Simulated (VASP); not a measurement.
# ZnSe in VASP: one cell, several levels of theory

ZnSe in the zincblende structure, under -1.5 % equal strain in all directions is computed at one geometry. Runs: PBE, r2SCAN. The results are then set beside those of Ansatz 0.2.0 for the same cell.

Program: VASP 6.6.1. PAW datasets, plane waves. (Simulation; spin polarisation is off.)

## 1. The structure to begin with

The cell comes from an earlier relaxation with r2SCAN in another program.

It is cubic, F-43m (No. 216); a = 5.580 Å in the conventional setting, 21.72 Å³ an atom. Near Zn stand 4 Se at 2.42 Å; near Se stand 4 Zn at 2.42 Å.

The structure in full:

```xyz
2
Lattice="0.0000 2.7899 2.7899 2.7899 0.0000 2.7899 2.7899 2.7899 0.0000" Properties=species:S:1:pos:R:3 pbc="T T T"
Zn    0.0000    0.0000    0.0000
Se    1.3950    1.3950    1.3950
```

## 2. PBE

INCAR

```
ENCUT = 520.000000
SIGMA = 0.020000
EDIFF = 1.00e-07
GGA = PE
PREC = Accurate
IBRION = -1
ISIF = 2
ISMEAR = -1
NBANDS = 16
NELM = 120
NSW = 0
LASPH = .TRUE.
LCHARG = .FALSE.
LWAVE = .FALSE.
LREAL = .FALSE.
```

KPOINTS

```
KPOINTS created by Atomic Simulation Environment
0
Gamma
8 8 8
0 0 0
```

KPOINTS_OPT

```
special points
6
Reciprocal
0.0000000000 0.0000000000 0.0000000000 1
-0.5000000000 -0.5000000000 0.0000000000 1
-0.3750000000 -0.3750000000 0.2500000000 1
-0.3750000000 0.0000000000 0.3750000000 1
0.0000000000 0.0000000000 0.5000000000 1
-0.5000000000 -0.2500000000 0.2500000000 1
```

POSCAR

```
Zn Se
 1.0000000000000000
     0.0000000000000000    2.7899343746000000    2.7899343746000000
     2.7899343746000000    0.0000000000000000    2.7899343746000000
     2.7899343746000000    2.7899343746000000    0.0000000000000000
 Zn  Se
   1   1
Cartesian
  0.0000000000000000  0.0000000000000000  0.0000000000000000
  1.3949671873000000  1.3949671873000000  1.3949671873000000
```

Potentials: the recommended PBE PAW datasets, 18 valence electrons in the neutral cell.

Launch:

```bash
$ mpirun -np 1 vasp_std
```

Printed to the terminal (iteration lines stand in OSZICAR):

```text
POSCAR found type information on POSCAR ZnSe
 POSCAR found :  2 types and       2 ions
 LDA part: xc-table for (Slater+PW92), standard interpolation
 POSCAR, INCAR and KPOINTS ok, starting setup
 FFT: planning ... GRIDC
 FFT: planning ... GRID_SOFT
 FFT: planning ... GRID
 WAVECAR not read
 entering main loop
 Start KPOINTS_OPT (optional k-point list driver)
k-point batch [1-6\6]
```

OSZICAR:

```text
N       E                     dE             d eps       ncg     rms          rms(c)
DAV:   1     0.881289346340E+02    0.88129E+02   -0.89470E+03   928   0.134E+03
DAV:   2    -0.895623761719E+00   -0.89025E+02   -0.83257E+02  1056   0.254E+02
DAV:   3    -0.621582422184E+01   -0.53202E+01   -0.53016E+01  1144   0.608E+01
DAV:   4    -0.625649217779E+01   -0.40668E-01   -0.40665E-01  1152   0.573E+00
DAV:   5    -0.625667810897E+01   -0.18593E-03   -0.18593E-03  1168   0.347E-01    0.519E+00
DAV:   6    -0.598837719616E+01    0.26830E+00   -0.53530E-01  1360   0.247E+01    0.392E+00
DAV:   7    -0.596803323613E+01    0.20344E-01   -0.16107E-01  1088   0.365E+00    0.166E+00
DAV:   8    -0.596771696130E+01    0.31627E-03   -0.46418E-03  1248   0.774E-01    0.468E-01
DAV:   9    -0.596790254688E+01   -0.18559E-03   -0.11601E-03  1096   0.260E-01    0.642E-02
DAV:  10    -0.596801699726E+01   -0.11445E-03   -0.24743E-04  1136   0.119E-01    0.269E-02
DAV:  11    -0.596800015238E+01    0.16845E-04   -0.48573E-05  1120   0.639E-02    0.581E-03
DAV:  12    -0.596800097371E+01   -0.82132E-06   -0.64860E-06  1152   0.154E-02    0.243E-03
DAV:  13    -0.596800138046E+01   -0.40675E-06   -0.41082E-07  1096   0.416E-03    0.154E-03
DAV:  14    -0.596800130414E+01    0.76317E-07   -0.20876E-08   936   0.187E-03
   1 F= -.59680013E+01 E0= -.59680013E+01  d E =-.101441E-11
       N       E                     dE             ncg
DAV:   1     0.792888034576E+03   -0.32368E+04      192
DAV:   2     0.286886189420E+03   -0.50600E+03      216
DAV:   3     0.255777665245E+03   -0.31109E+02      248
DAV:   4     0.255578577845E+03   -0.19909E+00      240
DAV:   5     0.255577770303E+03   -0.80754E-03      256
DAV:   6     0.255577764102E+03   -0.62013E-05      248
DAV:   7     0.255577764039E+03   -0.63544E-07      216
```

The lines after F= are the extra pass for the points of KPOINTS_OPT, at fixed density; their E is not a total energy.

OUTCAR, selected sections:

```text
k-points           NKPTS =     29   k-points in BZ     NKDIM =     29   number of bands    NBANDS=     16

   NELECT =      18.0000    total number of electrons

   dimension x,y,z NGX =    30 NGY =   30 NGZ =   30
   dimension x,y,z NGXF=    60 NGYF=   60 NGZF=   60

  energy-cutoff  :      520.00
  volume of cell :       43.43
      direct lattice vectors                 reciprocal lattice vectors
     0.000000000  2.789934375  2.789934375    -0.179215685  0.179215685  0.179215685
     2.789934375  0.000000000  2.789934375     0.179215685 -0.179215685  0.179215685
     2.789934375  2.789934375  0.000000000     0.179215685  0.179215685 -0.179215685

 k-points in reciprocal lattice and weights: KPOINTS created by Atomic Simulation Env
   0.00000000  0.00000000  0.00000000       0.002
   0.12500000  0.00000000  0.00000000       0.016
   0.25000000  0.00000000  0.00000000       0.016
   0.37500000  0.00000000  0.00000000       0.016
   0.50000000  0.00000000  0.00000000       0.008
   0.12500000  0.12500000  0.00000000       0.012
   0.25000000  0.12500000  0.00000000       0.047
   0.37500000  0.12500000  0.00000000       0.047
[... 21 more k-points ...]

 E-fermi :   2.4749

 k-point     1 :       0.0000    0.0000    0.0000
  band No.  band energies     occupation
      1     -11.5451      2.00000
      2      -4.7016      2.00000
      3      -4.7016      2.00000
      4      -4.7016      2.00000
      5      -4.2878      2.00000
      6      -4.2878      2.00000
      7       2.0267      2.00000
      8       2.0267      2.00000
      9       2.0267      2.00000
     10       3.5097      0.00000
     11       7.8077      0.00000
     12       7.8077      0.00000
     13       7.8077      0.00000
     14      12.1338      0.00000
     15      13.5831      0.00000
     16      13.5831      0.00000

 k-point     2 :       0.1250    0.0000    0.0000
  band No.  band energies     occupation
      1     -11.4351      2.00000
      2      -4.6977      2.00000
      3      -4.6840      2.00000
      4      -4.6840      2.00000
      5      -4.2894      2.00000
      6      -4.2894      2.00000
      7       0.6774      2.00000
      8       1.8607      2.00000
      9       1.8607      2.00000
     10       4.4805      0.00000
     11       7.7898      0.00000
     12       8.0781      0.00000
     13       8.0781      0.00000
     14      12.7603      0.00000
     15      12.7603      0.00000
     16      13.0034      0.00000

 k-point     3 :       0.2500    0.0000    0.0000
  band No.  band energies     occupation
      1     -11.1479      2.00000
      2      -4.6479      2.00000
      3      -4.6454      2.00000
      4      -4.6454      2.00000
      5      -4.2879      2.00000
      6      -4.2879      2.00000
      7      -1.1426      2.00000
      8       1.5088      2.00000
      9       1.5088      2.00000
     10       4.8956      0.00000
     11       8.4713      0.00000
     12       8.4713      0.00000
     13       8.7327      0.00000
     14      12.5235      0.00000
     15      12.5235      0.00000
     16      12.8292      0.00000

 k-point     4 :       0.3750    0.0000    0.0000
  band No.  band energies     occupation
      1     -10.8224      2.00000
      2      -4.6146      2.00000
      3      -4.6146      2.00000
      4      -4.4457      2.00000
      5      -4.2758      2.00000
      6      -4.2758      2.00000
      7      -2.6761      2.00000
      8       1.2041      2.00000
      9       1.2041      2.00000
     10       4.7413      0.00000
     11       8.4707      0.00000
     12       8.4707      0.00000
     13      10.2362      0.00000
     14      12.5938      0.00000
     15      13.7018      0.00000
     16      13.7018      0.00000

 k-point     5 :       0.5000    0.0000    0.0000
  band No.  band energies     occupation
      1     -10.6730      2.00000
      2      -4.6048      2.00000
      3      -4.6048      2.00000
      4      -4.2669      2.00000
      5      -4.2669      2.00000
      6      -4.1122      2.00000
      7      -3.5117      2.00000
      8       1.0878      2.00000
      9       1.0878      2.00000
     10       4.6501      0.00000
     11       8.3929      0.00000
     12       8.3929      0.00000
     13      10.7242      0.00000
     14      13.2378      0.00000
     15      15.3250      0.00000
     16      15.3250      0.00000

[... the tables of k-points 6 to 29 left out ...]

  Total        1.5760744      1.5760744      1.5760744      0.0000000      0.0000000     -0.0000000
  in kB       58.1400409     58.1400409     58.1400409      0.0000000      0.0000000     -0.0000000
  external PRESSURE =      58.1400409 kB  Pullay stress =       0.0000000 kB

 POSITION                                       TOTAL-FORCE (eV/Angst)
 -----------------------------------------------------------------------------------
      0.00000      0.00000      0.00000        -0.000000     -0.000000     -0.000000
      1.39497      1.39497      1.39497         0.000000      0.000000      0.000000
 -----------------------------------------------------------------------------------
    total drift:                                0.000000      0.000000      0.000001

  FREE ENERGIE OF THE ION-ELECTRON SYSTEM (eV)
  ---------------------------------------------------
  free  energy   TOTEN  =        -5.9680013041 eV

  energy  without entropy=       -5.9680013041  energy(sigma->0) =       -5.96800130
```

Hardware: 1 MPI rank of Intel Xeon Platinum 8488C, shared host.

The levels at the points of KPOINTS_OPT are read from vasprun.xml.

Near the gap, in eV above the top of the last filled band v; c is the band after it:

```csv
point,v−1,v,c,c+1
Γ,0.00,0.00,1.48,5.78
X,-2.36,-2.36,2.87,3.45
U,-3.32,-1.94,3.54,5.70
K,-3.32,-1.94,3.54,5.70
L,-0.94,-0.94,2.62,6.37
W,-2.96,-2.89,5.48,5.77
```

Gap with PBE: 1.48 eV, direct (Γ). The pressure is 5.81 GPa; the forces vanish within 0.01 eV/Å.

## 3. r2SCAN

INCAR

```
ENCUT = 520.000000
SIGMA = 0.010000
EDIFF = 1.00e-07
ALGO = Normal
METAGGA = R2SCAN
PREC = Accurate
IBRION = -1
ISIF = 2
ISMEAR = 0
NBANDS = 16
NELM = 120
NSW = 0
LASPH = .TRUE.
LCHARG = .FALSE.
LWAVE = .FALSE.
LREAL = .FALSE.
```

KPOINTS is that of step 2.

KPOINTS_OPT is that of step 2.

POSCAR is that of step 2.

Launch:

```bash
$ mpirun -np 1 vasp_std
```

Printed to the terminal (iteration lines stand in OSZICAR):

```text
POSCAR found type information on POSCAR ZnSe
 POSCAR found :  2 types and       2 ions
 -----------------------------------------------------------------------------
|                                                                             |
|                                                                             |
|     You enforced a specific xc type in the INCAR file but a different       |
|     I HOPE YOU KNOW WHAT YOU ARE DOING!                                     |
|                                                                             |
 -----------------------------------------------------------------------------

 LDA part: xc-table for (None), standard interpolation
 POSCAR, INCAR and KPOINTS ok, starting setup
 FFT: planning ... GRIDC
 FFT: planning ... GRID_SOFT
 FFT: planning ... GRID
 WAVECAR not read
 entering main loop
 Start KPOINTS_OPT (optional k-point list driver)
k-point batch [1-6\6]
```

OSZICAR:

```text
N       E                     dE             d eps       ncg     rms          rms(c)
DAV:   1     0.688289636695E+02    0.68829E+02   -0.91259E+03   928   0.136E+03
DAV:   2    -0.220898182899E+02   -0.90919E+02   -0.85078E+02  1056   0.260E+02
DAV:   3    -0.276033448130E+02   -0.55135E+01   -0.54952E+01  1160   0.634E+01
DAV:   4    -0.276432545126E+02   -0.39910E-01   -0.39907E-01  1128   0.583E+00
DAV:   5    -0.276434156709E+02   -0.16116E-03   -0.16116E-03  1200   0.328E-01    0.549E+00
DAV:   6    -0.249050483838E+02    0.27384E+01   -0.13173E+00   968   0.329E+01    0.499E+00
DAV:   7    -0.248743456081E+02    0.30703E-01   -0.31036E-01  1152   0.902E+00    0.237E+00
DAV:   8    -0.248869521592E+02   -0.12607E-01   -0.34952E-02  1192   0.172E+00    0.548E-01
DAV:   9    -0.248884161390E+02   -0.14640E-02   -0.43590E-03  1200   0.157E+00    0.922E-02
DAV:  10    -0.248885297025E+02   -0.11356E-03   -0.95612E-04  1176   0.400E-01    0.568E-02
DAV:  11    -0.248885132608E+02    0.16442E-04   -0.43730E-04  1192   0.511E-01    0.483E-02
DAV:  12    -0.248884949080E+02    0.18353E-04   -0.14875E-04  1160   0.317E-01    0.762E-03
DAV:  13    -0.248885007697E+02   -0.58617E-05   -0.13346E-05  1224   0.671E-02    0.546E-03
DAV:  14    -0.248884994504E+02    0.13192E-05   -0.36121E-06  1136   0.377E-02    0.130E-03
DAV:  15    -0.248885003329E+02   -0.88244E-06   -0.15113E-07   728   0.867E-03    0.270E-04
DAV:  16    -0.248885001853E+02    0.14761E-06   -0.44038E-08   512   0.215E-03    0.417E-04
DAV:  17    -0.248885002825E+02   -0.97258E-07   -0.62866E-09   496   0.135E-03
   1 F= -.24888500E+02 E0= -.24888500E+02  d E =-.209609E-19
       N       E                     dE             ncg
DAV:   1     0.763116652613E+03   -0.32666E+04      192
DAV:   2     0.240443937111E+03   -0.52267E+03      216
DAV:   3     0.208257624157E+03   -0.32186E+02      248
DAV:   4     0.208055574507E+03   -0.20205E+00      240
DAV:   5     0.208054815007E+03   -0.75950E-03      256
DAV:   6     0.208054809308E+03   -0.56986E-05      248
DAV:   7     0.208054809253E+03   -0.55122E-07      208
```

From OUTCAR:

```text
k-points           NKPTS =     29   k-points in BZ     NKDIM =     29   number of bands    NBANDS=     16

   NELECT =      18.0000    total number of electrons

   dimension x,y,z NGX =    30 NGY =   30 NGZ =   30
   dimension x,y,z NGXF=    60 NGYF=   60 NGZF=   60

  energy-cutoff  :      520.00
  volume of cell :       43.43
      direct lattice vectors                 reciprocal lattice vectors
     0.000000000  2.789934375  2.789934375    -0.179215685  0.179215685  0.179215685
     2.789934375  0.000000000  2.789934375     0.179215685 -0.179215685  0.179215685
     2.789934375  2.789934375  0.000000000     0.179215685  0.179215685 -0.179215685

 k-points in reciprocal lattice and weights: KPOINTS created by Atomic Simulation Env
   0.00000000  0.00000000  0.00000000       0.002
   0.12500000  0.00000000  0.00000000       0.016
   0.25000000  0.00000000  0.00000000       0.016
   0.37500000  0.00000000  0.00000000       0.016
   0.50000000  0.00000000  0.00000000       0.008
   0.12500000  0.12500000  0.00000000       0.012
   0.25000000  0.12500000  0.00000000       0.047
   0.37500000  0.12500000  0.00000000       0.047
[... 21 more k-points ...]

 E-fermi :   1.7731

 k-point     1 :       0.0000    0.0000    0.0000
  band No.  band energies     occupation
      1     -12.3237      2.00000
      2      -5.1607      2.00000
      3      -5.1607      2.00000
      4      -5.1607      2.00000
      5      -4.7046      2.00000
      6      -4.7046      2.00000
      7       1.7140      2.00000
      8       1.7140      2.00000
      9       1.7140      2.00000
     10       3.7887      0.00000
     11       8.0077      0.00000
     12       8.0079      0.00000
     13       8.0079      0.00000
     14      12.5137      0.00000
     15      13.8364      0.00000
     16      13.8365      0.00000

 k-point     2 :       0.1250    0.0000    0.0000
  band No.  band energies     occupation
      1     -12.2100      2.00000
      2      -5.1545      2.00000
      3      -5.1421      2.00000
      4      -5.1420      2.00000
      5      -4.7062      2.00000
      6      -4.7062      2.00000
      7       0.4249      2.00000
      8       1.5468      2.00000
      9       1.5469      2.00000
     10       4.7002      0.00000
     11       7.9810      0.00000
     12       8.2852      0.00000
     13       8.2854      0.00000
     14      13.0076      0.00000
     15      13.0076      0.00000
     16      13.4049      0.00000

 k-point     3 :       0.2500    0.0000    0.0000
  band No.  band energies     occupation
      1     -11.9134      2.00000
      2      -5.1006      2.00000
      3      -5.1006      2.00000
      4      -5.0975      2.00000
      5      -4.7048      2.00000
      6      -4.7047      2.00000
      7      -1.4478      2.00000
      8       1.1896      2.00000
      9       1.1896      2.00000
     10       5.1202      0.00000
     11       8.6782      0.00000
     12       8.6784      0.00000
     13       8.9526      0.00000
     14      12.7785      0.00000
     15      12.7785      0.00000
     16      13.1455      0.00000

 k-point     4 :       0.3750    0.0000    0.0000
  band No.  band energies     occupation
      1     -11.5777      2.00000
      2      -5.0664      2.00000
      3      -5.0664      2.00000
      4      -4.8821      2.00000
      5      -4.6933      2.00000
      6      -4.6932      2.00000
      7      -3.0403      2.00000
      8       0.8779      2.00000
      9       0.8779      2.00000
     10       4.9519      0.00000
     11       8.6528      0.00000
     12       8.6529      0.00000
     13      10.4655      0.00000
     14      12.9532      0.00000
     15      14.0316      0.00000
     16      14.0316      0.00000

 k-point     5 :       0.5000    0.0000    0.0000
  band No.  band energies     occupation
      1     -11.4238      2.00000
      2      -5.0550      2.00000
      3      -5.0550      2.00000
      4      -4.6848      2.00000
      5      -4.6847      2.00000
      6      -4.5323      2.00000
      7      -3.9097      2.00000
      8       0.7584      2.00000
      9       0.7584      2.00000
     10       4.8550      0.00000
     11       8.5629      0.00000
     12       8.5630      0.00000
     13      10.9184      0.00000
     14      13.6896      0.00000
     15      15.7259      0.00000
     16      15.7259      0.00000

[... the tables of k-points 6 to 29 left out ...]

  Total        0.9291026      0.9291026      0.9291026      0.0000000      0.0000000     -0.0000000
  in kB       34.2738048     34.2738048     34.2738048      0.0000000      0.0000000     -0.0000000
  external PRESSURE =      34.2738048 kB  Pullay stress =       0.0000000 kB

 POSITION                                       TOTAL-FORCE (eV/Angst)
 -----------------------------------------------------------------------------------
      0.00000      0.00000      0.00000         0.000000      0.000000      0.000000
      1.39497      1.39497      1.39497        -0.000000     -0.000000     -0.000000
 -----------------------------------------------------------------------------------
    total drift:                                0.000029      0.000029      0.000030

  FREE ENERGIE OF THE ION-ELECTRON SYSTEM (eV)
  ---------------------------------------------------
  free  energy   TOTEN  =       -24.8885002825 eV

  energy  without entropy=      -24.8885002825  energy(sigma->0) =      -24.88850028
```

Hardware: 1 MPI rank of Intel Xeon Platinum 8488C, shared host.

The levels at the points of KPOINTS_OPT are read from vasprun.xml.

Band energies at the special points (eV, zero at the top of v, the last band that the electrons fill by count):

```csv
point,v−1,v,c,c+1
Γ,0.00,0.00,2.07,6.29
X,-2.41,-2.41,3.23,3.86
U,-3.38,-1.98,3.94,6.16
K,-3.38,-1.98,3.94,6.16
L,-0.96,-0.96,3.14,6.85
W,-3.02,-2.94,5.83,6.30
```

Gap with r2SCAN: 2.07 eV, direct (Γ). Pressure: 3.43 GPa; the forces vanish within 0.01 eV/Å.

## 4. Summary

| level | gap (eV) | pressure (GPa) | Ansatz: gap (eV) | Ansatz: pressure (GPa) |
| --- | --- | --- | --- | --- |
| PBE | 1.48 | 5.81 | 1.48 | 5.53 |
| r2SCAN | 2.07 | 3.43 | 2.07 | 3.30 |

**Reading.** The gap spans 1.48 eV (PBE) to 2.07 eV (r2SCAN). The pressure is highest with PBE (5.8 GPa) and lowest with r2SCAN (3.4 GPa), which orders the cells that they would relax to. The two programs agree on the gap within 0.02 eV, far less than the spread between functionals. The two codes have different PAW datasets and cutoffs. VASP's cell holds 18 valence electrons and Ansatz's 28.
